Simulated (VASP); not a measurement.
Here is a VASP 6.6.1 calculation.

Contents of INCAR:

```
SYSTEM = Eu
  PREC = Accurate
  ENCUT = 520
  EDIFF = 1E-6
  ISMEAR = -1
  SIGMA = 0.1
  LREAL = .FALSE.
  LASPH = .TRUE.
  NELM = 150
  ALGO = Fast
  ISIF = 2
  LWAVE = .FALSE.
  LCHARG = .TRUE.
  ISPIN = 2
  MAGMOM = 8.4 8.4
  LORBIT = 11
  LMAXMIX = 6
  GGA = PS
  LELF = .TRUE.
  LVHAR = .TRUE.
  NBANDS = 28
```

File KPOINTS:

```
regular mesh
0
G
  6 3 6
  0 0 0
```

POSCAR

```
Eu
1.0
   -2.3030000000      2.3030000000      2.3030000000
    4.6060000000     -4.6060000000      4.6060000000
    2.3030000000      2.3030000000     -2.3030000000
Eu
2
Direct
    0.0000000000      0.0000000000      0.0000000000
    0.0000000000      0.5000000000      0.0000000000
```

Potentials or basis: VASP PAW PBE potentials, release 64 (Eu).

Command:

```sh
$ cat potpaw_PBE.64/Eu/POTCAR > POTCAR
$ mpirun -np 1 vasp_std > vasp.out
```

Predict the site moments.

Eu +6.72 μB.

What does it give for the pressure?

-2.9 GPa.

What does it give for the band gap on the k mesh?

None (metal or under the smearing width).

Predict the net moment.

14.87 μB per cell.

Caveat: the PAW data sets were made with another functional, which shifts forces and pressure a little; spin-orbit coupling is left out, which moves the levels of the heavy elements. The state reached can hang on the start; a lower one may exist.
